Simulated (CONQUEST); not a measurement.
Rb: equation of state with PBE

Rb:

```
Rb
1.0
     5.60500    0.00000    0.00000
     0.00000    5.60500    0.00000
     0.00000    0.00000    5.60500
Rb
2
Cartesian
  0.0000 0.0000 0.0000
  2.8025 2.8025 2.8025
```

- Program: CONQUEST 1.3
- Task: equation of state
- Functional: PBE
- Potentials or basis: PseudoDojo NC PBE, DZP, grid of 60 × 60 × 60 points
- k mesh: 5 × 5 × 5
- Occupations: fermi-dirac, width 0.05 eV
- Spin: no spin polarisation
- Solver: diagonalisation
- SCF tolerance: 1e-06

| Quantity | Value |
| --- | --- |
| Equilibrium volume | 92.68 Å³/atom (rough: see the caveat) |
| Bulk modulus | 2.0 GPa (rough) |

Energy against volume, from the lowest point:
```csv
volume (Å³/atom),energy (meV/atom)
82.761,10.09
84.522,6.33
86.283,3.60
88.043,1.74
89.804,0.59
91.565,0.10
93.326,0.00
```

All runs of the series together: 5.3 min on 1 thread of Intel(R) Xeon(R) 6975P-C (Granite Rapids) (shared host).

Caveat: the fit is doubtful: noisy points or a state that changes with volume; the DZP basis gives volumes some 2 % larger than converged bases do, and moduli off by several per cent; the basis of atomic orbitals isn't converged, which shifts pressures, moduli and gaps.
